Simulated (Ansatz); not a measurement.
# Relativistic treatment of AgI

```
Ag I
1.0
     0.00000    3.23650    3.23650
     3.23650    0.00000    3.23650
     3.23650    3.23650    0.00000
Ag I
1 1
Direct
  0.00000 0.00000 0.00000
  0.75000 0.75000 0.75000
```

Atom numbers follow the list: Ag1, I2.

The conventional cell has a = 6.473 Å, b = 6.473 Å, c = 6.473 Å, α = 90.00°, β = 90.00°, γ = 90.00°. Around Ag (atom 1) lie 4 I at 2.80 Å. I (atom 2) is surrounded by 4 Ag at 2.80 Å.

The cell is COD entry 9008829, as deposited and not checked against the literature; nothing was relaxed. It differs from other determinations.

One fixed cell is solved with PBE by full-potential LAPW in Ansatz 0.2.0 under different relativistic treatments. Pressure is positive in compression.

Numerical set-up: a Γ-centred 7×7×7 k mesh, Fermi–Dirac smearing of 0.01 eV, basis error target 0.5 meV/atom, no spin polarisation.

| setting | P (GPa) | gap over the k mesh and a high-symmetry path (eV) | lowest level at Γ above −25 eV, from the valence-band top or, without a gap, the Fermi level (eV) |
| --- | --- | --- | --- |
| scalar-relativistic | 2.25 | 1.34 | -12.87 |
| non-relativistic | 4.16 | ? | ? |
| with spin–orbit coupling | 2.26 | 1.11 | -13.08 |

(1) Give the missing entry: row "non-relativistic", column "gap over the k mesh and a high-symmetry path (eV)".

(2) What belongs in the row "non-relativistic", column "lowest level at Γ above −25 eV, from the valence-band top or, without a gap, the Fermi level (eV)"?

Results:

(1) 2.41.

(2) -11.44.
